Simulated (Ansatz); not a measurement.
# SiO2: the cell at several levels of theory

Aim: relax SiO2 (database structure) with PBE, r2SCAN, PBEsol and LDA and see how far the functionals disagree on the cell.

The runs shown are made with Ansatz 0.2.0. PAW datasets, plane waves, zero pressure. The values are computed, spin-unpolarised, and not measurements.

## 1. Starting point

The symmetry is P6_322 (No. 182, hexagonal); a = 5.069 Å, c = 8.558 Å in the conventional setting, 15.87 Å³ an atom. Near Si stand 4 O at 1.60–1.61 Å; near O stand 2 Si at 1.61 Å; near O stand 2 Si at 1.60 Å.

As a file:

```cif
data_structure
_symmetry_space_group_name_H-M 'P6_322'
_symmetry_Int_Tables_number 182
_cell_length_a 5.0691
_cell_length_b 5.0691
_cell_length_c 8.5585
_cell_angle_alpha 90.000
_cell_angle_beta 90.000
_cell_angle_gamma 120.000
_cell_volume 190.45
loop_
_atom_site_label
_atom_site_type_symbol
_atom_site_symmetry_multiplicity
_atom_site_Wyckoff_symbol
_atom_site_fract_x
_atom_site_fract_y
_atom_site_fract_z
_atom_site_occupancy
Si1 Si 4 f 0.66667 0.33333 0.93713 1
O1 O 6 g 0.00000 0.42126 0.00000 1
O2 O 2 c 0.66667 0.33333 0.75000 1
```

## 2. PBE: cell and atoms

input.yaml reads:

```yaml
crystal:
  lattice:
    - [5.0690738885, 0.0, 0.0]
    - [-2.5345369442, 4.3899467611, 0.0]
    - [0.0, 0.0, 8.55848854]
  atoms:
    - { symbol: Si, position: [0.66666667, 0.33333333, 0.9371258] }
    - { symbol: Si, position: [0.66666667, 0.33333333, 0.5628742] }
    - { symbol: Si, position: [0.33333333, 0.66666667, 0.0628742] }
    - { symbol: Si, position: [0.33333333, 0.66666667, 0.4371258] }
    - { symbol: O, position: [0.0, 0.42125874, 0.0] }
    - { symbol: O, position: [0.42125874, 0.42125874, 0.5] }
    - { symbol: O, position: [0.57874126, 0.0, 0.5] }
    - { symbol: O, position: [0.57874126, 0.57874126, 0.0] }
    - { symbol: O, position: [0.0, 0.57874126, 0.5] }
    - { symbol: O, position: [0.66666667, 0.33333333, 0.75] }
    - { symbol: O, position: [0.33333333, 0.66666667, 0.25] }
    - { symbol: O, position: [0.42125874, 0.0, 0.0] }
kpoints:
  mp_grid: { grid: [6, 6, 4] }
hamiltonian:
  xc: pbe
scf:
  occupations: { method: fermi_dirac, width: 0.02 }
relax:
  f_tol: 0.005
  cell: {}
```

On the command line:

```console
> ansatz run input.yaml --threads 8 --pin off --max-ram 20275MiB --backend cpu --events-out ev --progress --plain --runs-dir out
```

The runs that follow: Relaxing with r2SCAN; Relaxing with PBEsol; Relaxing with LDA.

What does the calculation give? Wanted: for each run, a; c; volume; space group; SCF geometries.

**Answer**, as computed:

```
 level  a (Å)  c (Å)  volume (Å³/atom)  space group  SCF geometries
   PBE  5.099  8.629            16.192       P6_322               8
r2SCAN  5.036  8.565            15.674       P6_322               7
PBEsol  5.063  8.594            15.902       P6_322               8
   LDA  5.016  8.539            15.506       P6_322               9
```

**Reading.** The first relaxation changed the volume by +2.0 % from the start. The volume runs from LDA (least) to PBE (most), a spread of 4.4 %, or 1.5 % in length if all axes shared it alike.
